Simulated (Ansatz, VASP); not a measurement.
## AlN: VASP beside Ansatz

```
Al N
1.0
     3.12859    0.00000    0.00000
    -1.56429    2.70944    0.00000
     0.00000    0.00000    5.01696
Al N
2 2
Direct
  0.66667 0.33333 0.49929
  0.33333 0.66667 0.99929
  0.66667 0.33333 0.88071
  0.33333 0.66667 0.38071
```

The cell is a database's computed one.

Alike in both runs: task single point; functional PBE; k mesh 6 × 6 × 4; occupations gaussian, width 0.1 eV; no spin polarisation.

```csv
,VASP,Ansatz
version,VASP 6.6.1,Ansatz 0.2.0
potentials or method,"VASP PAW PBE potentials, release 64 (Al, N)","scalar-relativistic, plane waves, PAW"
plane-wave cutoff (eV),520,420
valence electrons in the cell,16,16
```

|  | VASP | Ansatz | Ansatz less VASP |
| --- | --- | --- | --- |
| gap on the k mesh at the Fermi level (eV) | 4.06 | 4.05 | -0.010 |
| least direct gap on the mesh (eV) | 4.06 | 4.05 | -0.010 |
| pressure (GPa) | 0.0 | 0.2 | +0.26 |
| largest component of the traceless stress (GPa) | 0.02 | 0.06 | +0.035 |

A hybrid or GW would open this gap; PBE tends to underestimate it.
